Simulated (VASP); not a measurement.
# C (Fd-3m) in VASP: a series of runs

Runs on C. Level: PBE. Tasks: relaxation of cell and atoms, single point.

Program: VASP 6.6.1. These are calculated values, not measurements. Logs are shortened: lines on timing, memory, paths and dates and some standing lists are left out, and cuts for length are marked.

## (1) The structure

Symmetry: Fd-3m, No. 227, cubic system. The conventional cell has a = 3.567 Å, b = 3.567 Å, c = 3.567 Å, α = 90.00°, β = 90.00°, γ = 90.00°. C (site symmetry -43m) has 4 C at 1.54 Å as nearest neighbours.

This isn't the form of C at room conditions, which is graphite.

## (2) Relaxation of cell and atoms, PBE

INCAR

```
  PREC = Accurate
  ENCUT = 520
  EDIFF = 1E-7
  ISMEAR = 0
  SIGMA = 0.02
  LREAL = F
  LASPH = T
  NELM = 100
  ALGO = Fast
  ISIF = 3
  LWAVE = F
  LCHARG = F
  GGA = PE
  IBRION = 2
  NSW = 80
  EDIFFG = -0.002
```

KPOINTS

```
regular mesh
0
Gamma
  4 4 4
```

POSCAR

```
C
1.0
    0.0000000000      1.7833700000      1.7833700000
    1.7833700000      0.0000000000      1.7833700000
    1.7833700000      1.7833700000      0.0000000000
C
2
Direct
    0.0000000000      0.0000000000      0.0000000000
    0.2500000000      0.2500000000      0.2500000000
```

Potentials or basis: VASP PAW PBE potentials, release 64 (C).

The run is started by

```console
$ cat potpaw_PBE.64/C/POTCAR > POTCAR
$ mpirun -np 1 vasp_std > vasp.out
```

OUTCAR:

```text
PREC = Accurate
   ENCUT = 520
   EDIFF = 1E-7
   ISMEAR = 0
   LREAL = F
   LASPH = T
   NELM = 100
   ISIF = 3
   GGA = PE
   IBRION = 2
   NSW = 80
   EDIFFG = -0.002

 ion  position               nearest neighbor table
   1  0.000  0.000  0.000-   2 1.54   2 1.54   2 1.54   2 1.54
   2  0.250  0.250  0.250-   1 1.54   1 1.54   1 1.54   1 1.54

  LATTYP: Found a face centered cubic cell.
 ALAT       =     3.5667400000

  Lattice vectors:

 A1 = (   0.0000000000,   1.7833700000,   1.7833700000)
 A2 = (   1.7833700000,   0.0000000000,   1.7833700000)
 A3 = (   1.7833700000,   1.7833700000,   0.0000000000)

Analysis of symmetry for initial positions (statically):
=====================================================================
 Subroutine PRICEL returns:
 Original cell was already a primitive cell.

 Routine SETGRP: Setting up the symmetry group for a
 face centered cubic supercell.

 Subroutine GETGRP returns: Found 48 space group operations
 (whereof 24 operations were pure point group operations)
 out of a pool of 48 trial point group operations.

The static configuration has the point symmetry T_d .
 The point group associated with its full space group is O_h .

Analysis of symmetry for dynamics (positions and initial velocities):
=====================================================================
 Subroutine PRICEL returns:
 Original cell was already a primitive cell.

 Routine SETGRP: Setting up the symmetry group for a
 face centered cubic supercell.

 Subroutine GETGRP returns: Found 48 space group operations
 (whereof 24 operations were pure point group operations)
 out of a pool of 48 trial point group operations.

The dynamic configuration has the point symmetry T_d .
 The point group associated with its full space group is O_h .

 Subroutine INISYM returns: Found 48 space group operations
 (whereof 24 operations are pure point group operations),
 and found     1 'primitive' translations

----------------------------------------------------------------------------------------

                                     Primitive cell

  volume of cell :      11.3437

  direct lattice vectors                    reciprocal lattice vectors
     0.000000000  1.783370000  1.783370000    -0.280368067  0.280368067  0.280368067
     1.783370000  0.000000000  1.783370000     0.280368067 -0.280368067  0.280368067
     1.783370000  1.783370000  0.000000000     0.280368067  0.280368067 -0.280368067

  length of vectors
     2.522066041  2.522066041  2.522066041     0.485611737  0.485611737  0.485611737

  position of ions in fractional coordinates (direct lattice)
     0.000000000  0.000000000  0.000000000
     0.250000000  0.250000000  0.250000000

  ion indices of the primitive-cell ions
   primitive index   ion index
                 1           1
                 2           2

----------------------------------------------------------------------------------------

 KPOINTS: regular mesh

Automatic generation of k-mesh.
 Grid dimensions read from file:
 generate k-points for:    4    4    4

 Generating k-lattice:

  Cartesian coordinates                     Fractional coordinates (reciprocal lattice)
    -0.070092017  0.070092017  0.070092017     0.250000000  0.000000000  0.000000000
     0.070092017 -0.070092017  0.070092017     0.000000000  0.250000000  0.000000000
     0.070092017  0.070092017 -0.070092017     0.000000000  0.000000000  0.250000000

  Length of vectors
     0.121402934  0.121402934  0.121402934

  Shift w.r.t. Gamma in fractional coordinates (k-lattice)
     0.000000000  0.000000000  0.000000000

 Subroutine IBZKPT returns following result:
 ===========================================

 Found      8 irreducible k-points:

 Following reciprocal coordinates:
            Coordinates               Weight
  0.000000  0.000000  0.000000      1.000000
  0.250000  0.000000  0.000000      8.000000
  0.500000  0.000000  0.000000      4.000000
  0.250000  0.250000  0.000000      6.000000
  0.500000  0.250000  0.000000     24.000000
 -0.250000  0.250000  0.000000     12.000000
  0.500000  0.500000  0.000000      3.000000
 -0.250000  0.500000  0.250000      6.000000
   k-points           NKPTS =      8   k-points in BZ     NKDIM =      8   number of bands    NBANDS=      8
   number of dos      NEDOS =    301   number of ions     NIONS =      2
   total plane-waves  NPLWV =   8000
   dimension x,y,z NGX =    20 NGY =   20 NGZ =   20
   dimension x,y,z NGXF=    40 NGYF=   40 NGZF=   40
   ions per type =               2
   NGX,Y,Z   is equivalent  to a cutoff of  13.18, 13.18, 13.18 a.u.
   NGXF,Y,Z  is equivalent  to a cutoff of  26.37, 26.37, 26.37 a.u.
 SYSTEM =  unknown system
   PREC   = accura    normal or accurate (medium, high low for compatibility)
   ISTART =      0    job   : 0-new  1-cont  2-samecut
   ICHARG =      2    charge: 1-file 2-atom 10-const
   ISPIN  =      1    spin polarized calculation?
   LNONCOLLINEAR =      F non collinear calculations
   LSORBIT =      F    spin-orbit coupling
   LASPH  =      T    aspherical Exc in radial PAW
   ENCUT  =  520.0 eV  38.22 Ry    6.18 a.u.   4.69  4.69  4.69*2*pi/ulx,y,z
   NELM   =    100;   NELMIN=  2; NELMDL= -5     # of ELM steps
   EDIFF  = 0.1E-06   stopping-criterion for ELM
   LREAL  =      F    real-space projection
   EDIFFG = -.2E-02   stopping-criterion for IOM
   NSW    =     80    number of steps for IOM
   IBRION =      2    ionic relax: 0-MD 1-quasi-New 2-CG
   NFREE  =      1    steps in history (QN), initial steepest desc. (CG)
   ISIF   =      3    stress and relaxation
   ISYM   =      2    0-nonsym 1-usesym 2-fastsym
   POTIM  = 0.5000    time-step for ionic-motion
   TEBEG  =    0.0;   TEEND  =   0.0 temperature during run
   PSTRESS=    0.0 pullay stress
   NELECT =       8.0000    total number of electrons
   NUPDOWN=      -1.0000    fix difference up-down
   EMIN   =  10.00;   EMAX   =-10.00  energy-range for DOS
   EFERMI =   0.00;   METHOD = LEGACY
   ISMEAR =     0;   SIGMA  =   0.02  broadening in eV -4-tet -1-fermi 0-gaus
   EFERMI_NEDOS =   21; number of points for ismear=-14 and -15
   IALGO  =     68    algorithm
   IMIX   =      4    mixing-type and parameters
     AMIX     =   0.40;   BMIX     =  1.00
     AMIX_MAG =   1.60;   BMIX_MAG =  1.00
  volume/ion in A,a.u.               =       5.67        38.28
  Fermi-wavevector in a.u.,A,eV,Ry     =   1.457203  2.753714 28.891161  2.123440
  Thomas-Fermi vector in A             =   2.574032
   LORBIT       =      0    0 simple, 1 ext, 2 COOP (PROOUT), +10 PAW based schemes
   GGA     = PE    functional components
   LHFCALC =     F    Hartree Fock is set to
   AEXX    =    0.0000 exact exchange contribution
   IVDW    =     0    specifies the selected vdW correction
   LEPSILON=     F    determine dielectric tensor
   LRPA    =     F    only Hartree local field effects (RPA)
 conjugate gradient relaxation of ions
 non-spin polarized calculation
 RMM-DIIS sequential band-by-band and
 Gauss-broadening in eV      SIGMA  =   0.02
  energy-cutoff  :      520.00
  volume of cell :       11.34
 maximum number of plane-waves:       308
 NGX is ok and might be reduce to    20
   NGX =  9   NGY =  9   NGZ =  9

--------------------------------------- Ionic step        1  -------------------------------------------

 number of electron       7.9999999 magnetization

 Free energy of the ion-electron system (eV)
  ---------------------------------------------------
  ext. energy  EPLUGINS =         0.00000000
  ---------------------------------------------------
  free energy    TOTEN  =       -18.05217518 eV

  energy without entropy =      -18.05217518  energy(sigma->0) =      -18.05217518

------------------------ aborting loop because EDIFF is reached ----------------------------------------

  FORCE on cell =-STRESS in cart. coord.  units (eV):
  Direction    XX          YY          ZZ          XY          YZ          ZX
  --------------------------------------------------------------------------------------
  -------------------------------------------------------------------------------------
  Total        0.2536918      0.2536918      0.2536918     -0.0000000     -0.0000000     -0.0000000
  in kB       35.8313011     35.8313011     35.8313011     -0.0000000     -0.0000000     -0.0000000
  external PRESSURE =      35.8313011 kB  Pullay stress =       0.0000000 kB

 VOLUME and BASIS-vectors are now :
 -----------------------------------------------------------------------------
  energy-cutoff  :      520.00
  volume of cell :       11.34
      direct lattice vectors                 reciprocal lattice vectors
     0.000000000  1.783370000  1.783370000    -0.280368067  0.280368067  0.280368067
     1.783370000  0.000000000  1.783370000     0.280368067 -0.280368067  0.280368067
     1.783370000  1.783370000  0.000000000     0.280368067  0.280368067 -0.280368067

 POSITION                                       TOTAL-FORCE (eV/Angst)
 -----------------------------------------------------------------------------------
      0.00000      0.00000      0.00000        -0.000000      0.000000     -0.000000
      0.89168      0.89168      0.89168         0.000000     -0.000000      0.000000
 -----------------------------------------------------------------------------------
    total drift:                                0.000000      0.000000      0.000000

  FREE ENERGIE OF THE ION-ELECTRON SYSTEM (eV)
  ---------------------------------------------------
  free  energy   TOTEN  =       -18.0521751760 eV
[... 17 lines left out ...]
 VOLUME and BASIS-vectors are now :
 -----------------------------------------------------------------------------
  energy-cutoff  :      520.00
  volume of cell :       11.55
      direct lattice vectors                 reciprocal lattice vectors
     0.000000000  1.794283122  1.794283122    -0.278662823  0.278662823  0.278662823
     1.794283122 -0.000000000  1.794283122     0.278662823 -0.278662823  0.278662823
     1.794283122  1.794283122 -0.000000000     0.278662823  0.278662823 -0.278662823

 POSITION                                       TOTAL-FORCE (eV/Angst)
 -----------------------------------------------------------------------------------
      1.79428     -0.00000      1.79428         0.000000      0.000000      0.000000
      0.89714      0.89714      0.89714        -0.000000     -0.000000     -0.000000
 -----------------------------------------------------------------------------------
    total drift:                                0.000000      0.000000      0.000000

  FREE ENERGIE OF THE ION-ELECTRON SYSTEM (eV)
  ---------------------------------------------------
  free  energy   TOTEN  =       -18.0516419090 eV

  energy  without entropy=      -18.0516419090  energy(sigma->0) =      -18.05164191

--------------------------------------- Ionic step        3  -------------------------------------------

 number of electron       7.9999999 magnetization

 Free energy of the ion-electron system (eV)
  ---------------------------------------------------
  ext. energy  EPLUGINS =         0.00000000
  ---------------------------------------------------
  free energy    TOTEN  =       -18.05320936 eV

  energy without entropy =      -18.05320936  energy(sigma->0) =      -18.05320936

 E-fermi :   9.8290     XC(G=0): -13.1961

 val. band max:        9.6449297256   @ k =   0.0000   0.0000   0.0000
 cond. band min:      14.0561899189   @ k =   0.2500   0.2500   0.0000
 fundamental gap:      4.4112601933
 Fermi energy:         9.8289765117

 k-point     1 :       0.0000    0.0000    0.0000
  band No.  band energies     occupation
      1     -11.7356      2.00000
      2       9.6449      2.00000
      3       9.6449      2.00000
      4       9.6449      2.00000
      5      15.2038      0.00000
      6      15.2038      0.00000
      7      15.2038      0.00000
      8      22.7898      0.00000

 k-point     2 :       0.2500    0.0000    0.0000
  band No.  band energies     occupation
      1     -10.0292      2.00000
      2       3.0851      2.00000
      3       7.9109      2.00000
      4       7.9109      2.00000
      5      17.3887      0.00000
      6      17.3887      0.00000
      7      17.7089      0.00000
      8      24.1470      0.00000

 k-point     3 :       0.5000    0.0000    0.0000
  band No.  band energies     occupation
      1      -6.0026      2.00000
      2      -3.6495      2.00000
      3       6.8631      2.00000
      4       6.8631      2.00000
      5      18.0599      0.00000
      6      18.0599      0.00000
      7      18.3769      0.00000
      8      25.2598      0.00000
[... 66 lines left out ...]
 VOLUME and BASIS-vectors are now :
 -----------------------------------------------------------------------------
  energy-cutoff  :      520.00
  volume of cell :       11.44
      direct lattice vectors                 reciprocal lattice vectors
     0.000000000  1.788247711  1.788247711    -0.279603322  0.279603322  0.279603322
     1.788247711 -0.000000000  1.788247711     0.279603322 -0.279603322  0.279603322
     1.788247711  1.788247711 -0.000000000     0.279603322  0.279603322 -0.279603322

 POSITION                                       TOTAL-FORCE (eV/Angst)
 -----------------------------------------------------------------------------------
      0.00000      0.00000      0.00000         0.000000      0.000000      0.000000
      0.89412      0.89412      0.89412        -0.000000     -0.000000     -0.000000
 -----------------------------------------------------------------------------------
    total drift:                                0.000000      0.000000      0.000000

  FREE ENERGIE OF THE ION-ELECTRON SYSTEM (eV)
  ---------------------------------------------------
  free  energy   TOTEN  =       -18.0532093621 eV

  energy  without entropy=      -18.0532093621  energy(sigma->0) =      -18.05320936

 reached required accuracy - stopping structural energy minimisation
```

Wall time 4.7 s (1 thread of Intel Xeon Platinum 8488C (Sapphire Rapids), shared host); peak memory 0.11 GiB.

Results:

```yaml
Free_energy: -18.0532 eV
Relaxed_volume: 5.72 Å³/atom
Relaxed_cell: a = 2.529 Å, b = 2.529 Å, c = 2.529 Å, α = 60.00°, β = 60.00°, γ = 60.00°
Space_group_after_relaxing_to_0.05_Å: Fd-3m (No. 227)
Energy_gained_by_relaxing: 0.5 meV/atom
Ionic_steps: 3
Pressure_after_relaxing: 0.0 GPa
Band_gap_on_the_k_mesh: 4.41 eV, indirect (least direct gap 5.56 eV)
```

Step by step:
| step | energy change (eV) | largest force (eV/Å) | pressure (GPa) | volume (Å³) |
| --- | --- | --- | --- | --- |
| 1 | 0.0000 | 0.0000 | 3.58 | 11.34 |
| 2 | 0.0005 | 0.0000 | -4.28 | 11.55 |
| 3 | -0.0010 | 0.0000 | -0.01 | 11.44 |

Final structure:
```xyz
2
Lattice="0.0000 1.7882 1.7882 1.7882 0.0000 1.7882 1.7882 1.7882 0.0000" Properties=species:S:1:pos:R:3 pbc="T T T"
C     0.0000    0.0000    0.0000
C     0.8941    0.8941    0.8941
```

Levels at points of the mesh, in eV from the valence-band top:
```tsv
k point	band 2	band 3	band 4	band 5	band 6	band 7
(0.00, 0.00, 0.00)	0.00	0.00	0.00	5.56	5.56	5.56
(0.50, 0.00, 0.00)	-13.29	-2.78	-2.78	8.41	8.41	8.73
(0.50, 0.50, 0.00)	-12.71	-6.26	-6.26	4.73	4.73	16.69
```

Caveat: the k mesh is coarse (spacing up to 0.76 Å⁻¹), so the values aren't converged.

## (3) Relaxation of cell and atoms, PBE

This run uses another cell than the first one, of 5.72 Å³/atom, 1.008 times its volume.

INCAR is that of step 2.

KPOINTS is that of step 2.

POSCAR

```
C                                       
1.0
    0.0000000000      1.7882477106      1.7882477106
    1.7882477106     -0.0000000000      1.7882477106
    1.7882477106      1.7882477106     -0.0000000000
  C             
     2
Direct
     0.0000000000000000    0.0000000000000000    0.0000000000000000
     0.2500000000000000    0.2500000000000000    0.2500000000000000
```

Potentials or basis: VASP PAW PBE potentials, release 64 (C).

The run is started by

```console
$ cat potpaw_PBE.64/C/POTCAR > POTCAR
$ mpirun -np 1 vasp_std > vasp.out
```

It took 2.7 s on 1 thread of Intel Xeon Platinum 8488C (Sapphire Rapids), shared host; peak memory 0.11 GiB.

The run converged. Its results:

```yaml
Free_energy: -18.0533 eV
Pressure_after_relaxing: 0.0 GPa
Band_gap_on_the_k_mesh: 4.41 eV, indirect (least direct gap 5.56 eV)
```

Final structure:
```yaml
crystal:
  lattice:
    - [0.00000, 1.78825, 1.78825]
    - [1.78825, 0.00000, 1.78825]
    - [1.78825, 1.78825, 0.00000]
  atoms:
    - { symbol: C, position: [0.00000, 0.00000, 0.00000] }
    - { symbol: C, position: [0.25000, 0.25000, 0.25000] }
```

Levels at points of the mesh, in eV from the valence-band top:
```
           k point  band 1  band 2  band 3  band 4  band 5  band 6  band 7  band 8
(0.00, 0.00, 0.00)  -21.38    0.00    0.00    0.00    5.56    5.56    5.56   13.14
(0.50, 0.00, 0.00)  -15.65  -13.29   -2.78   -2.78    8.42    8.42    8.73   15.62
(0.50, 0.50, 0.00)  -12.71  -12.71   -6.26   -6.26    4.73    4.73   16.69   16.69
```

Caveat: the k mesh is coarse (spacing up to 0.76 Å⁻¹), so the values aren't converged; the relaxation stopped at its first step, so nothing moved. A k mesh can miss the band edges.

[end of part 1 of 2]
